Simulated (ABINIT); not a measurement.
Runs of ABINIT 10.8.3 (patched build) on MoS2. It takes space group P-3m1 (No. 164, trigonal). Conventional cell: a = 3.227 Å, b = 3.227 Å, c = 6.312 Å, α = 90.00°, β = 90.00°, γ = 120.00°. Mo (site symmetry -3m) has 6 S at 2.42 Å as nearest neighbours. S (site symmetry 3m) has 3 Mo at 2.42 Å as nearest neighbours. Measurements of this composition are mostly on another form, of space group No. 194.

```csv
potentials or basis,cutoff (eV),fine-grid cutoff,gap on the mesh (eV),pressure (GPa),largest force (eV/Å)
Ansatz NC r2SCAN,1306,-,none,0.0,(c)
JTH PAW PBE v2.0,653,1251.72 eV,none,0.5,0.14
SG15 NC PBE v1.2,980,-,none,-0.1,(b)
PseudoDojo NC SR PBE v0.4.1 standard,1306,-,none,-0.4,(a)
"Ansatz PAW PBE default generated set, frozen core",490,979.61 eV,none,-0.1,0.07
```

Alike in all rows: task single point; level r2SCAN; no spin polarisation; cell as given; k mesh 9 × 9 × 4; smearing fermi-dirac 0.05 eV.

Q: Estimate the missing entries.

A: (a) 0.04; (b) 0.09; (c) 0.08.

Caveats: the PAW data sets were made with another functional, which shifts forces and pressure a little (some runs); the potentials were made for another functional, which shifts forces and pressure (some runs); a meta-GGA on potentials with a model core is unreliable (some runs); the atomic spheres overlap (some runs).

A k mesh can miss the band edges, and the runs leave out spin-orbit coupling on Mo.

A gap of «none» marks a metal or a gap under the smearing width.

Runs at the PBE level aren't shown here.
